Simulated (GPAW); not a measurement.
# Ge (Fd-3m) in GPAW: settings compared

Aim: see how the results for Ge move with the level of theory and the settings. Levels: M06-L, OLYP, PW91, OLYP+D4, GLLB-SC. Tasks: equation of state, band structure.

All numbers are computed with GPAW 26.7.0; they aren't measurements. Logs are shortened: lines on timing, memory, paths and dates and some standing lists are left out, and cuts for length are marked. The log counts tension as positive stress, the text compression.

**Measured values to compare with.**

From “Temperature-dependent photoluminescence in Ge: experiment and theory”, 2020, arxiv:2003.00143, for a bulk crystal of Ge at 0 K: band gap 0.744 eV (indirect).

“Sub-monolayer structures of Ag overlayers on Ge(111): experimental observations and first-principles study”, 2019, arxiv:1908.00180 quotes, for a bulk crystal of Ge: bulk modulus 75.8 GPa.

From “Electronic and optical properties of SixGe1-x-ySny alloys lattice-matched to Ge”, 2021, arxiv:2109.02782, for a bulk crystal of Ge at 300 K: band gap 0.807 eV (direct).

How close the calculation comes is told below.

**1. Starting point**

It takes space group Fd-3m (No. 227, cubic). Conventional cell: a = 5.658 Å, b = 5.658 Å, c = 5.658 Å, α = 90.00°, β = 90.00°, γ = 90.00°. Ge (site symmetry -43m) has 4 Ge at 2.45 Å as nearest neighbours.

**2. Equation of state, M06-L**

Contents of run.py:

```python
from ase.eos import EquationOfState
from ase.io import Trajectory, read
from ase.units import GPa
from gpaw import GPAW, PW

atoms = read('Ge.cif')

traj = Trajectory('eos.traj', 'w')
volumes, energies = [], []
for x in [0.94, 0.96, 0.98, 1.0, 1.02, 1.04, 1.06]:
    a = atoms.copy()
    a.set_cell(atoms.cell * x**(1 / 3), scale_atoms=True)
    calc = GPAW(mode=PW(600),
                xc='M06-L',
                kpts={'size': (8, 8, 8), 'gamma': True},
                occupations={'name': 'fermi-dirac', 'width': 0.05},
                nbands=11,
                convergence={'density': 1e-05, 'energy': 1e-05},
                maxiter=150,
                txt=f'eos-{x:.2f}.txt')
    a.calc = calc
    energies.append(a.get_potential_energy(force_consistent=True))
    volumes.append(a.get_volume())
    p = -a.get_stress()[:3].mean() / GPa
    calc.write(f'eos-{x:.2f}.gpw')
    traj.write(a)
    print(f'{x:.2f} {volumes[-1]:10.4f} A^3 {energies[-1]:14.6f} eV {p:9.3f} GPa', flush=True)

v0, e0, B = EquationOfState(volumes, energies, eos='birchmurnaghan').fit()
print(f'V0 = {v0:.4f} A^3, E0 = {e0:.6f} eV, B0 = {B / GPa:.2f} GPa')
```

Contents of Ge.cif:

```cif
data_Ge
_cell_length_a 4.00068289
_cell_length_b 4.00068289
_cell_length_c 4.00068289
_cell_angle_alpha 60.00000000
_cell_angle_beta 60.00000000
_cell_angle_gamma 60.00000000
_space_group_name_H-M_alt 'P1'
_space_group_name_Hall 'P 1'
_space_group_IT_number 1
loop_
_space_group_symop_operation_xyz
'x,y,z'
loop_
_atom_site_label
_atom_site_type_symbol
_atom_site_symmetry_multiplicity
_atom_site_Wyckoff_symbol
_atom_site_fract_x
_atom_site_fract_y
_atom_site_fract_z
_atom_site_occupancy
Ge1 Ge 1 a 0.7500000000 0.7500000000 0.7500000000 1
Ge2 Ge 1 a 0.5000000000 0.5000000000 0.5000000000 1
```

Potentials or basis: GPAW PAW data sets (gpaw-data 1.2.1), pw.

Run with:

```console
> OMP_NUM_THREADS=1 python run.py
```

What it wrote:

```text
__  _  _
 | _ |_)|_||  |
 |__||  | ||/\| - 26.7.0

Input parameters:
  mode=PW(ecut=600.0),
  convergence={'density': 1e-05, 'energy': 1e-05},
  kpts=MonkhorstPack(size=(8, 8, 8), gamma=True),
  maxiter=150,
  nbands=11,
  occupations=Occupations(name='fermi-dirac', width=0.05),
  xc=XC(name='M06-L')

Diagonalizing LCAO Hamiltonian
Converting LCAO to pw mode

             Ge
       Ge

Atoms  # Å, Bohr magnetons
|   | symbol |        x |        y |        z |    initial magnetic moments |
|---|--------|----------|----------|----------|-----------------------------|
| 0 |     Ge | 5.878520 | 3.393965 | 2.399896 | ( 0.0000,  0.0000,  0.0000) |
| 1 |     Ge | 3.919013 | 2.262643 | 1.599931 | ( 0.0000,  0.0000,  0.0000) |

Unit cell  # Å
| periodic |        x |        y |        z |  lengths |    angles |
|----------|----------|----------|----------|----------|-----------|
|      yes | 3.919013 | 0.000000 | 0.000000 | 3.919013 | 60.000000 |
|      yes | 1.959507 | 3.393965 | 0.000000 | 3.919013 | 60.000000 |
|      yes | 1.959507 | 1.131322 | 3.199861 | 3.919013 | 60.000000 |

Number of symmetries: 24
Symmetry operations  # r_c * U_cc + t_c -> r_c
|    | kind |            matrix            |
|----|------|------------------------------|
|  0 |  E   |  1, 0, 0,  0, 1, 0,  0, 0, 1 |
|  1 |  σ   |  1, 0, 0,  0, 0, 1,  0, 1, 0 |
|  2 |  σ   |  1, 0,-1,  0, 1,-1,  0, 0,-1 |
|  3 |  C3  |  1, 0,-1,  0, 0,-1,  0, 1,-1 |
|  4 |  C3  |  1,-1, 0,  0,-1, 1,  0,-1, 0 |
|  5 |  σ   |  1,-1, 0,  0,-1, 0,  0,-1, 1 |
|  6 |  σ   |  0, 1, 0,  1, 0, 0,  0, 0, 1 |
|  7 |  C3  |  0, 1, 0,  0, 0, 1,  1, 0, 0 |
|  8 |  C2  |  0, 1,-1,  1, 0,-1,  0, 0,-1 |
|  9 |  S4  |  0, 1,-1,  0, 0,-1,  1, 0,-1 |
| 10 |  C3  |  0, 0, 1,  1, 0, 0,  0, 1, 0 |
| 11 |  σ   |  0, 0, 1,  0, 1, 0,  1, 0, 0 |
| 12 |  S4  |  0, 0,-1,  1, 0,-1,  0, 1,-1 |
| 13 |  C3  |  0, 0,-1,  0, 1,-1,  1, 0,-1 |
| 14 |  S4  |  0,-1, 1,  1,-1, 0,  0,-1, 0 |
| 15 |  C2  |  0,-1, 1,  0,-1, 0,  1,-1, 0 |
| 16 |  C3  |  0,-1, 0,  1,-1, 0,  0,-1, 1 |
| 17 |  S4  |  0,-1, 0,  0,-1, 1,  1,-1, 0 |
| 18 |  S4  | -1, 1, 0, -1, 0, 1, -1, 0, 0 |
| 19 |  C3  | -1, 1, 0, -1, 0, 0, -1, 0, 1 |
| 20 |  C3  | -1, 0, 1, -1, 1, 0, -1, 0, 0 |
| 21 |  S4  | -1, 0, 1, -1, 0, 0, -1, 1, 0 |
| 22 |  σ   | -1, 0, 0, -1, 1, 0, -1, 0, 1 |
| 23 |  C2  | -1, 0, 0, -1, 0, 1, -1, 1, 0 |

BZ-sampling:
  Number of BZ points: 512
  Number of IBZ points: 29

  Monkhorst-Pack size: [8, 8, 8]
  Monkhorst-Pack shift: [0.0625, 0.0625, 0.0625]

K-points  # in reciprocal-cell coordinates
|     |                                coordinates |     weight |
|-----|--------------------------------------------|------------|
|   0 | (  0.00000000,   0.00000000,   0.00000000) | 0.00195312 |
|   1 | (  0.12500000,   0.12500000,   0.00000000) | 0.01171875 |
|   2 | (  0.12500000,   0.12500000,   0.12500000) | 0.01562500 |
|   3 | (  0.25000000,   0.12500000,   0.12500000) | 0.02343750 |
|   4 | (  0.25000000,   0.25000000,   0.00000000) | 0.01171875 |
|   5 | (  0.25000000,   0.25000000,   0.12500000) | 0.04687500 |
|   6 | (  0.25000000,   0.25000000,   0.25000000) | 0.01562500 |
|   7 | (  0.37500000,   0.25000000,  -0.37500000) | 0.04687500 |
|   8 | (  0.37500000,   0.25000000,   0.12500000) | 0.04687500 |
|   9 | (  0.37500000,   0.25000000,   0.25000000) | 0.04687500 |
| ... |                                            |            |
|  28 | (  0.50000000,   0.50000000,   0.50000000) | 0.00781250 |

Plane wave coefficients: 1433
Cutoff: 600.0 eV

Spin-components: 1 (collinear spins)
Bands:           11
Projectors:      10
Spin-degeneracy: 2
Datatype:        complex128

Parallelization:
  kpt:    1
  domain: 1
  band:   1

Density:
  Valence electrons: 8.0
  Components: 1
  Grid points: [24 24 24]
  Charge: 0.0  # |e|

Potential:
  Grid points: [24 24 24]

species:
  Ge:
    name:    Germanium
    Z:       32.0
    valence: 4
    core:    28
    charge:  0.0  # [|e|]
    compensation charges:
      type: gauss
      rc: 0.32  # [Å]
      lmax: 2
    cutoffs:
      filter: 1.77  # [Å]
      core: 3.42  # [Å]
    projectors
    | kind |    occ | energy [eV] | rcut [Å] |
    |------|--------|-------------|----------|
    |   4s |  2.000 |     -11.726 |    1.005 |
    |   4p |  2.000 |      -3.896 |    1.005 |
    |    s |        |      15.485 |    1.005 |
    |    p |        |      23.315 |    1.005 |
    |    d |        |       0.000 |    1.005 |

    Using partial waves for Ge as LCAO basis

Reference energy: -114195.275705  # eV

eigensolver:
  PPCG
  Converge bands: occupied
  niter=2

density mixing:
  MSR1-Mixer
  Pratt-step length: 0.05
  Maximum mixing coefficient: 0.75
  Old densities: 10
  SVD Regularization: 0.005
  Good broyden scale: 1.0
  Trust region scale: 1.0
  Backstep threshold: 4.0
  History deletion threshold: 6.0
  Fourier metric: weight=20.0, sigma=0.015

occupation numbers:
  Fermi-Dirac:
    width: 0.0500  # eV

poisson solver:
  ecut: 4800.0  # eV

xc functional:
  name: M06-L with 2 nearest neighbor stencil

convergence criteria:
[... 6 lines left out ...]
|iter     | |      energy | eigst |  dens |
|---------|-|-------------|-------|-------|
|iter:   1| |  -18.688357 | +1.49 |       |
|iter:   2| |  -19.994416 | +0.38 | -0.91 |
|iter:   3| |  -20.243986 | -0.81 | -0.92 |
|iter:   4| |  -20.326690 | -1.48 | -1.03 |
|iter:   5| |  -20.360349 | -2.05 | -1.54 |
|iter:   6| |  -20.366026 | -3.09 | -1.95 |
|iter:   7| |  -20.371026 | -3.00 | -2.42 |
|iter:   8| |  -20.377392 | -2.96 | -2.70 |
|iter:   9| |  -20.407855 | -2.22 | -2.65 |
|iter:  10| |  -20.372562 | -2.81 | -2.41 |
|iter:  11| |  -20.371980 | -4.67 | -3.45 |
|iter:  12| |  -20.371567 | -4.51 | -3.42 |
|iter:  13| |  -20.371590 | -5.48 | -3.85 |
|iter:  14| |  -20.371578c| -6.09 | -4.33 |
|iter:  15| |  -20.371578c| -6.84 | -4.75 |
|iter:  16| |  -20.371578c| -7.75c| -4.75 |
|iter:  17| |  -20.371578c| -8.84c| -5.61c|

Converged in 17 steps
Energy contributions relative to reference atoms: (reference = -114195.275705)

Energy contributions:
  Kinetic:          31.009289
  Coulomb:         -26.911310
  Zero:              0.210526
  External:          0.000000
  Xc:              -24.680067
  Entropy:          -0.000030
  Spinorbit:         0.000000
  ----------------------------
  Free energy:     -20.371592
  Extrapolated:    -20.371578

dipole moment: (5.331182, 3.077959, 2.176446)  # |e|*Ang

Fermi level: 7.099
Eigenvalues  # (at kpt = [0.000, 0.000, 0.000])
| band index |      eig [eV] | occ [0-2] |
|------------|---------------|-----------|
|          0 |        -6.784 |     2.000 |
|          1 |         6.815 |     1.993 |
|          2 |         6.815 |     1.993 |
|          3 |         6.815 |     1.993 |
|          4 |         7.983 |     0.000 |
|          5 |         9.679 |     0.000 |
|          6 |         9.679 |     0.000 |
|          7 |         9.679 |     0.000 |
|          8 |        13.212 |     0.000 |
|          9 |        16.822 |     0.000 |
|         10 |        16.822 |     0.000 |

Gap: 0.609 eV
Transition (v -> c):
  (s=0, k=0, n=3, [0.00, 0.00, 0.00]) -> (s=0, k=12, n=4, [0.38, 0.38, 0.00])
Direct/indirect transitions are different
Direct gap: 1.168 eV
Transition at: (s=0, k=0, n=3, [0.00, 0.00, 0.00])

Stress tensor  # eV/Ang^3
|         x |         y |         z |
|-----------|-----------|-----------|
| -0.055845 |  0.000000 |  0.000000 |
| -0.000000 | -0.055845 |  0.000000 |
|  0.000000 |  0.000000 | -0.055845 |

# Writing to eos-0.94.gpw (mode='')
```

It took 7.3 min on 1 thread of Arm Neoverse V2, shared host; peak memory 0.43 GiB.

What came out:

```
Equilibrium volume : 23.74 Å³/atom (rough: see the caveat)
Bulk modulus       : 59 GPa (rough)
```

Energy against volume, from the lowest point:
| volume (Å³/atom) | energy (meV/atom) |
| --- | --- |
| 21.281 | 60.25 |
| 21.733 | 37.96 |
| 22.186 | 21.84 |
| 22.639 | 10.24 |
| 23.092 | 3.14 |
| 23.545 | 0.00 |
| 23.997 | 0.20 |

Caveat: the points scatter about the fit; the PAW data sets were made with another functional, which shifts forces and pressure a little.

**3. Band structure, OLYP, spin-orbit coupling, no magnetisation**

Contents of run.py:

```python
import numpy as np
from ase import Atoms
from ase.dft.bandgap import bandgap
from ase.io import write
from ase.units import GPa
from gpaw import GPAW, PW, setup_paths
from gpaw.spinorbit import soc_eigenstates

setup_paths.insert(0, '.')

atoms = Atoms(['Ge', 'Ge'],
              cell=[[0.0, 2.82891, 2.82891],
                    [2.82891, 0.0, 2.82891],
                    [2.82891, 2.82891, 0.0]],
              scaled_positions=[[0.75, 0.75, 0.75],
                                [0.5, 0.5, 0.5]],
              pbc=True)

calc = GPAW(mode=PW(600),
            xc='GGA_X_OPTX+GGA_C_LYP',
            kpts={'size': (8, 8, 8), 'gamma': True},
            occupations={'name': 'fermi-dirac', 'width': 0.05},
            nbands=11,
            convergence={'density': 1e-05, 'energy': 1e-05},
            eigensolver='davidson',
            maxiter=150,
            txt='gpaw.txt')
atoms.calc = calc
energy = atoms.get_potential_energy()
forces = atoms.get_forces()
stress = atoms.get_stress()
calc.write('gs.gpw')
write('result.traj', atoms)
print(f'Energy: {energy:.6f} eV')
print('Forces (eV/A):')
print(forces.round(4))
print('Stress (GPa):', (stress / GPa).round(3))
print('Fermi level:', round(calc.get_fermi_level(), 4), 'eV')
print(f'Gap: {bandgap(calc)[0]:.4f} eV, direct: {bandgap(calc, direct=True)[0]:.4f} eV')

path = atoms.cell.bandpath('GXWKGLUWLK,UX', npoints=60, eps=1e-4)
bs_calc = calc.fixed_density(kpts=path, symmetry='off', nbands=21,
                             convergence={'bands': 'CBM+6.0', 'eigenstates': 1e-6}, txt='bands.txt')
bs = bs_calc.band_structure()
bs.write('bs.json')
print(f'Gap on the path: {bandgap(bs_calc)[0]:.4f} eV')

soc = soc_eigenstates(bs_calc, theta=0, phi=0)
np.savetxt('soc_bands.dat', soc.eigenvalues(), fmt='%.4f')
mesh = soc_eigenstates('gs.gpw', theta=0, phi=0)
np.savetxt('soc_mesh.dat', mesh.eigenvalues(), fmt='%.4f')
print('Fermi level with spin-orbit coupling:', round(mesh.fermi_level, 4), 'eV')
```

Potentials or basis: PAW data sets generated in the run's folder for this functional, pw.

Run with:

```console
> gpaw-setup -f GGA_X_OPTX+GGA_C_LYP Ge
> OMP_NUM_THREADS=1 python run.py
```

gpaw.txt:

```text
__  _  _
 | _ |_)|_||  |
 |__||  | ||/\| - 26.7.0

Input parameters:
  mode=PW(ecut=600.0),
  convergence={'density': 1e-05, 'energy': 1e-05},
  eigensolver=Davidson(niter=2),
  kpts=MonkhorstPack(size=(8, 8, 8), gamma=True),
  maxiter=150,
  nbands=11,
  occupations=Occupations(name='fermi-dirac', width=0.05),
  xc=XC(name='GGA_X_OPTX+GGA_C_LYP')

Diagonalizing LCAO Hamiltonian
Converting LCAO to pw mode

           Ge

       Ge

Atoms  # Å, Bohr magnetons
|   | symbol |        x |        y |        z |    initial magnetic moments |
|---|--------|----------|----------|----------|-----------------------------|
| 0 |     Ge | 4.243365 | 4.243365 | 4.243365 | ( 0.0000,  0.0000,  0.0000) |
| 1 |     Ge | 2.828910 | 2.828910 | 2.828910 | ( 0.0000,  0.0000,  0.0000) |

Unit cell  # Å
| periodic |        x |        y |        z |  lengths |    angles |
|----------|----------|----------|----------|----------|-----------|
|      yes | 0.000000 | 2.828910 | 2.828910 | 4.000683 | 60.000000 |
|      yes | 2.828910 | 0.000000 | 2.828910 | 4.000683 | 60.000000 |
|      yes | 2.828910 | 2.828910 | 0.000000 | 4.000683 | 60.000000 |

Number of symmetries: 24
Symmetry operations  # r_c * U_cc + t_c -> r_c
|    | kind |            matrix            |
|----|------|------------------------------|
|  0 |  E   |  1, 0, 0,  0, 1, 0,  0, 0, 1 |
|  1 |  σ   |  1, 0, 0,  0, 0, 1,  0, 1, 0 |
|  2 |  σ   |  1, 0,-1,  0, 1,-1,  0, 0,-1 |
|  3 |  C3  |  1, 0,-1,  0, 0,-1,  0, 1,-1 |
|  4 |  C3  |  1,-1, 0,  0,-1, 1,  0,-1, 0 |
|  5 |  σ   |  1,-1, 0,  0,-1, 0,  0,-1, 1 |
|  6 |  σ   |  0, 1, 0,  1, 0, 0,  0, 0, 1 |
|  7 |  C3  |  0, 1, 0,  0, 0, 1,  1, 0, 0 |
[... 125 lines left out ...]
|---------|-|-------------|-------|-------|
|iter:   1| |   -7.740456 | -0.45 |       |
|iter:   2| |   -7.746094 | -2.59 | -0.90 |
|iter:   3| |   -7.782845 | -2.43 | -0.92 |
|iter:   4| |   -7.792437 | -3.11 | -1.52 |
|iter:   5| |   -7.793863 | -4.04 | -2.24 |
|iter:   6| |   -7.794029 | -4.94 | -2.84 |
|iter:   7| |   -7.794046 | -5.79 | -3.43 |
|iter:   8| |   -7.794047c| -6.94 | -4.23 |
|iter:   9| |   -7.794047c| -7.44c| -4.57 |
|iter:  10| |   -7.794047c| -9.07c| -5.45c|

Converged in 10 steps
Energy contributions relative to reference atoms: (reference = -114243.957061)

Energy contributions:
  Kinetic:          25.286245
  Coulomb:         -22.155984
  Zero:             -0.013046
  External:          0.000000
  Xc:              -10.911171
  Entropy:          -0.000182
  Spinorbit:         0.000000
  ----------------------------
  Free energy:      -7.794138
  Extrapolated:     -7.794047

dipole moment: (3.663237, 3.663237, 3.663237)  # |e|*Ang

Fermi level: 6.332
Eigenvalues  # (at kpt = [0.000, 0.000, 0.000])
| band index |      eig [eV] | occ [0-2] |
|------------|---------------|-----------|
|          0 |        -6.494 |     2.000 |
|          1 |         6.166 |     1.929 |
|          2 |         6.166 |     1.929 |
|          3 |         6.166 |     1.929 |
|          4 |         6.455 |     0.156 |
|          5 |         8.762 |     0.000 |
|          6 |         8.762 |     0.000 |
|          7 |         8.762 |     0.000 |
|          8 |        13.347 |     0.000 |
|          9 |        15.502 |     0.000 |
|         10 |        15.916 |     0.000 |

Gap: 0.289 eV
Transition (v -> c):
  (s=0, k=0, n=3, [0.00, 0.00, 0.00]) -> (s=0, k=0, n=4, [0.00, 0.00, 0.00])
No difference between direct/indirect transitions

Forces  # eV/Ang
|        x |       y |        z |
|----------|---------|----------|
| -0.00000 | 0.00000 | -0.00000 |  # Ge   0
|  0.00000 | 0.00000 |  0.00000 |  # Ge   1

Stress tensor  # eV/Ang^3
|         x |         y |         z |
|-----------|-----------|-----------|
| -0.027977 |  0.000000 |  0.000000 |
|  0.000000 | -0.027977 | -0.000000 |
|  0.000000 | -0.000000 | -0.027977 |

# Writing to gs.gpw (mode='')
```

Run time: 24 s. Hardware: 1 thread of Arm Neoverse V2, shared host; peak memory 0.23 GiB.

What came out:

```
Free energy             : -7.7941 eV
Pressure                : 4.5 GPa
Band gap on the k mesh  : 0.19 eV, direct
Band gap along the path : 0.19 eV, direct
```

Levels at the corners of the path, in eV from the valence-band top:
```csv
point,band 4,band 5,band 6,band 7,band 8,band 9,band 10,band 11,band 12,band 13
Γ,-0.30,0.00,0.00,0.00,0.00,0.19,0.19,2.35,2.35,2.57
X,-8.91,-3.14,-3.14,-3.14,-3.14,0.92,0.92,0.92,0.92,9.50
W,-8.81,-3.95,-3.95,-3.87,-3.87,4.28,4.28,4.42,4.42,4.87
K,-8.32,-4.33,-4.33,-2.71,-2.71,1.31,1.31,4.18,4.18,7.28
Γ,-0.30,0.00,0.00,0.00,0.00,0.19,0.19,2.35,2.35,2.57
L,-7.58,-1.59,-1.59,-1.41,-1.41,0.32,0.32,3.68,3.68,3.77
U,-8.32,-4.33,-4.33,-2.71,-2.71,1.31,1.31,4.18,4.18,7.28
W,-8.81,-3.95,-3.95,-3.87,-3.87,4.28,4.28,4.42,4.42,4.87
L,-7.58,-1.59,-1.59,-1.41,-1.41,0.32,0.32,3.68,3.68,3.77
K,-8.32,-4.33,-4.33,-2.71,-2.71,1.31,1.31,4.18,4.18,7.28
U,-8.32,-4.33,-4.33,-2.71,-2.71,1.31,1.31,4.18,4.18,7.28
X,-8.91,-3.14,-3.14,-3.14,-3.14,0.92,0.92,0.92,0.92,9.50
```

Caveat: spin-orbit coupling was added after a scalar SCF, so levels and gaps hold it while energy, forces, pressure and moments don't; this program's spin-orbit splittings come out too wide for heavy elements.

[end of part 1 of 2]
